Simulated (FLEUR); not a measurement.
Crystal: Sn.

```xyz
2
Lattice="0.0000 3.2333 3.2333 3.2333 0.0000 3.2333 3.2333 3.2333 0.0000" Properties=species:S:1:pos:R:3 pbc="T T T"
Sn    4.8500    4.8500    4.8500
Sn    3.2333    3.2333    3.2333
```

This isn't the form of Sn at room conditions, which is tetragonal (white tin).

```yaml
Program: FLEUR MaX-R8.1 (later development tree)
Task: single point
Functional: PBE
Potentials_or_basis: all-electron
Basis: FLAPW
Kmax: 3.8 1/bohr
k_mesh: 7 × 7 × 7
Occupations: fermi-dirac, width 0.05 eV
Spin: no spin polarisation
Gmax: 11.8 1/bohr
Muffin-tin_radii: Sn 2.38 bohr
lmax: Sn 10
Local_orbitals_a_species: Sn 5
Max_iterations: 60
Mixing_factor: 0.05
Mixer: Anderson
Mixer_history: 15
Density_convergence: 1e-05 me/bohr^3
```

On this cell: largest force zero by symmetry; band gap on the k mesh none (metal or under the smearing width).

The same run follows on a disturbed copy (atoms moved at random, drawn with an rms of 0.05 Å):

```
Sn
1.0
     0.00000    3.23334    3.23334
     3.23334    0.00000    3.23334
     3.23334    3.23334    0.00000
Sn
2
Direct
  0.75132 0.75902 0.76259
  0.49467 0.50900 0.50001
```

Question: What changes?

Answer: The energy (extrapolated to zero smearing) moves by +11.8 meV/atom; largest force 0.585 eV/Å; band gap on the k mesh none (metal or under the smearing width).

Forces on the atoms (eV/Å):
```
Sn  -0.304 -0.485 -0.123
Sn   0.304  0.485  0.123
```
